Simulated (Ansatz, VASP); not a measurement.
# Two plane-wave programs on Ag

INCAR

```
SYSTEM = Ag
PREC = Accurate
ENCUT = 520
EDIFF = 1E-7
ISMEAR = -1
SIGMA = 0.05
LREAL = .False.
LASPH = .True.
NELM = 60
ALGO = Normal
ISIF = 2
LWAVE = .False.
LCHARG = .False.
GGA = PE
NBANDS = 12
```

KPOINTS

```
Automatic mesh
0
Gamma
  11 11 11
  0 0 0
```

Contents of POSCAR:

```
Ag
1.0
   -1.6332775543      1.6332775543      1.6332775543
    1.6332775543     -1.6332775543      1.6332775543
    1.6332775543      1.6332775543     -1.6332775543
Ag
1
Direct
    0.0000000000      0.0000000000      0.0000000000
```

Contents of input.yaml:

```yaml
crystal:
  lattice:
    - [-1.6332775543, 1.6332775543, 1.6332775543]
    - [1.6332775543, -1.6332775543, 1.6332775543]
    - [1.6332775543, 1.6332775543, -1.6332775543]
  atoms:
    - { symbol: Ag, position: [0.0, 0.0, 0.0] }
hamiltonian:
  xc: pbe
  pseudopotentials: { kind: paw }
kpoints:
  mp_grid: { grid: [11, 11, 11] }
scf:
  occupations: { method: fermi_dirac, width: 0.05 }
output:
  forces: true
  stress: true
  eigenvalues: true
  write_density: true
  write_potential: true
  elf: true
  volumetric_format: npy
```

Change from the starting cell: volume scaled by 0.96.

Alike in both runs: task single point; functional PBE; k mesh 11 × 11 × 11; occupations fermi-dirac, width 0.05 eV; no spin polarisation.

```csv
,VASP,Ansatz
version,VASP 6.6.1,Ansatz 0.2.0
potentials or method,"VASP PAW PBE potentials, release 64 (Ag)",Ansatz PAW
plane-wave cutoff (eV),520,420
valence electrons in the cell,11,19
```

Ansatz gave:

| Quantity | Value |
| --- | --- |
| gap on the k mesh at the Fermi level (eV) | none |
| pressure (GPa) | 3.1 |

Problem. Estimate VASP's values.

Solution. gap on the k mesh at the Fermi level (eV): none; pressure (GPa): 3.0.

A gap of «none» marks a metal or a gap that the smearing closes. The two sets of potentials don't hold the same shells in valence.
